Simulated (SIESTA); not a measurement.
## TiO2 under changes of volume

One of the cells (11.711 Å³/atom); the others are scaled copies at fixed shape and fractional positions:

```
Ti O
1.0
     2.70603   -2.70666    0.00000
     2.70603    2.70666    0.00000
    -2.63353    0.00000    4.79664
Ti O
2 4
Direct
  0.86589 0.13411 0.75000
  0.13411 0.86589 0.25000
  0.08876 0.33122 0.16715
  0.91124 0.66878 0.83285
  0.66878 0.91124 0.33285
  0.33122 0.08876 0.66715
```

The cell is a database's computed one.

| Property | Result |
| --- | --- |
| Program | SIESTA 5.4.2 |
| Functional | LDA |
| Potentials or basis | PseudoDojo 0.4 standard (LDA files) |
| Basis | DZP (energy shift 0.003 Ry; two zetas on semicore shells) |
| Grid cutoff | 800 Ry |
| Energy shift | 0.003 Ry |
| k mesh | 6 × 6 × 4 |
| Occupations | fermi-dirac, width 0.05 eV |
| Spin | no spin polarisation |

```csv
volume (Å³/atom),energy over the lowest point (meV/atom),pressure (GPa),gap on the mesh (eV),largest force (eV/Å)
11.008,?,?,?,?
11.242,0.00,-0.4,1.96,0.089
11.476,4.02,-5.0,1.92,0.137
11.711,14.31,-9.0,1.88,0.256
11.945,30.25,-12.7,1.84,0.369
12.179,51.27,-16.0,1.80,0.472
12.413,76.79,-18.9,1.77,0.569
```

Task: What does the run at 11.008 Å³/atom give?

Result: Energy over the lowest point 3.01 meV/atom; pressure 4.7 GPa; gap on the mesh 2.00 eV; largest force 0.146 eV/Å.

Worked out: A Birch-Murnaghan fit of order 3 (a polynomial in V^(-2/3)) to the other rows has its minimum at 11.22 Å³/atom, just outside them, with B0 = V·E''(V) = 231 GPa and B' = 4.2 at fixed shape and positions, which overstates the stiffness. It gives 3.00 meV/atom at 11.008 Å³/atom, against the run's 3.01, and -dE/dV = 4.6 GPa, against 4.7. A straight line through the other rows of the gap, of slope -1.95 eV per unit of ln V, extrapolates to 2.00 eV, against the run's 2.00.

Energies are extrapolated to zero smearing.

Caveats: the basis of atomic orbitals isn't converged, which shifts pressures, moduli and gaps.

A mesh can miss the band edges.
